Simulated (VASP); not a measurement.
A run of VASP 6.6.1:

Contents of INCAR:

```
PREC     = Accurate       # precision mode
ENCUT    = 600            # plane-wave cutoff, eV
EDIFF    = 1E-7           # SCF threshold, eV
ISMEAR   = 0              # smearing method
SIGMA    = 0.02           # smearing width, eV
LREAL    = F              # projectors in reciprocal space
LASPH    = T              # aspherical terms in the spheres
NELM     = 60             # most SCF steps
ALGO     = Fast           # electronic algorithm
ISIF     = 3              # what is computed and relaxed
LWAVE    = F              # write WAVECAR
LCHARG   = F              # write CHGCAR
GGA      = PE             # functional
IBRION   = 2              # ionic algorithm
NSW      = 90             # ionic steps
EDIFFG   = -0.005         # ionic threshold
```

The input KPOINTS:

```
regular mesh
0
Gamma
  8 8 8
```

The input POSCAR:

```
LiCl
1.0
    0.0000000000      2.5421223400      2.5421223400
    2.5421223400      0.0000000000      2.5421223400
    2.5421223400      2.5421223400      0.0000000000
Li Cl
1 1
Direct
    0.0000000000      0.0000000000      0.0000000000
    0.5000000000      0.5000000000      0.5000000000
```

Potentials or basis: VASP PAW PBE potentials, release 64 (Li_sv, Cl).

Launch:

```console
$ cat potpaw_PBE.64/Li_sv/POTCAR potpaw_PBE.64/Cl/POTCAR > POTCAR
$ mpirun -np 1 vasp_std > vasp.out
```

Hardware: 1 thread of AMD EPYC 9R45 96-Core Processor (Zen 5), on a shared host.

Task: How long does it take, and how much memory?

Result: Run time: 28 s on 1 thread of AMD EPYC 9R45 96-Core Processor (Zen 5), on a shared host, peak memory 0.13 GiB. Counts: scf iterations 54, k points 29, ion steps 4.
